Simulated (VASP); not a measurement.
Here is a VASP 6.6.1 calculation.

The input INCAR:

```
SYSTEM = CaO
PREC = Accurate
ENCUT = 520
EDIFF = 1E-7
ISMEAR = 0
SIGMA = 0.1
LREAL = .False.
LASPH = .True.
NELM = 100
ALGO = Fast
ISIF = 3
LWAVE = .False.
LCHARG = .False.
GGA = PE
IBRION = 2
NSW = 80
EDIFFG = -0.002
PSTRESS = 120.0
```

The input KPOINTS:

```
Automatic mesh
0
Gamma
  8 8 8
  0 0 0
```

File POSCAR:

```
CaO                                     
1.0
    2.7621363979      0.0000000000     -0.0000000000
    0.0000000000      2.7621363979      0.0000000000
    0.0000000000      0.0000000000      2.7621363979
  Ca              O             
     1     1
Direct
     0.0000000000000000    0.0000000000000000    0.0000000000000000
     0.5000000000000000    0.5000000000000000    0.5000000000000000
```

Potentials or basis: VASP PAW PBE potentials, release 64 (Ca_sv, O).

The run is started by

```console
$ cat potpaw_PBE.64/Ca_sv/POTCAR potpaw_PBE.64/O/POTCAR > POTCAR
$ mpirun -np 1 vasp_std > vasp.out
```

Question: Estimate the band gap on the k mesh.

Answer: 2.73 eV, indirect (least direct gap 3.03 eV).

Question: Predict the relaxed cell.

Answer: a = 2.850 Å, b = 2.850 Å, c = 2.850 Å, α = 90.00°, β = 90.00°, γ = 90.00°.

Question: Predict the space group after relaxing (to 0.05 Å).

Answer: Pm-3m (No. 221).

Question: What does it give for the relaxed volume?

Answer: 11.57 Å³/atom.

The path:
```tsv
step	energy change (eV)	largest force (eV/Å)	pressure (GPa)	volume (Å³)
1	0.0000	0.0000	30.00	21.07
2	-0.3348	0.0000	1.72	24.89
3	-0.2641	0.0000	11.91	23.16
4	-0.2608	0.0000	12.21	23.12
5	-0.2609	0.0000	12.22	23.12
6	-0.2610	0.0000	12.20	23.12
7	-0.2610	0.0000	12.20	23.12
8	-0.2610	0.0000	12.20	23.12
9	-0.2610	0.0000	12.20	23.12
10	-0.2610	0.0000	12.20	23.12
11	-0.2610	0.0000	12.20	23.12
12	-0.2611	0.0000	12.20	23.12
13	-0.2612	0.0000	12.18	23.12
14	-0.2613	0.0000	12.16	23.12
15	-0.2617	0.0000	12.13	23.13
16	-0.2624	0.0000	12.07	23.14
17	-0.2638	0.0000	11.94	23.15
18	-0.2631	0.0000	12.00	23.15
```

Caveat: the cell is relaxed towards a set pressure, so the enthalpy falls and the energy may rise. Expect the measured gap to be larger: semilocal functionals such as PBE lack the derivative discontinuity.
